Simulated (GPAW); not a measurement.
# Fe in GPAW: the effect of strain

Fe:

```
CELL_PARAMETERS angstrom
-1.44300 1.44300 1.38528
1.44300 -1.44300 1.38528
1.44300 1.44300 -1.38528
ATOMIC_POSITIONS crystal
Fe 0.00000 0.00000 0.00000
```

The cell isn't the ideal one: strain = -0.04.

Alike in all runs:

* Program: GPAW 26.7.0
* Task: single point
* Functional: PBE
* Potentials or basis: GPAW PAW data sets (gpaw-data 1.2.1)
* Cutoff: 600 eV
* Basis: pw
* k mesh: 10 × 10 × 10
* Occupations: fermi-dirac, width 0.05 eV
* Spin: collinear spin, ferromagnetic start
* Starting moments: [3.0] μB
* Maxiter: 150

```csv
strain,pressure (GPa),moment (μB)
-0.04,?,?
-0.02,-6.1,2.15
-0.01,-8.0,2.15
0.02,-12.1,2.21
```

Problem. What does the run with strain -0.04 give?

Solution. Pressure -1.9 GPa; moment 2.14 μB.

Worked out: A straight line through the other rows of the pressure, of slope -147 GPa per unit of strain, extrapolates to -3.3 GPa, against the run's -1.9. The fit is too stiff a form for this range. A straight line through the other rows of the moment, of slope 1.62 μB per unit of strain, extrapolates to 2.11 μB, against the run's 2.14. The fit is too stiff a form for this range.

Caveats: the density grid can change from cell to cell, which puts small steps into energies and stress.
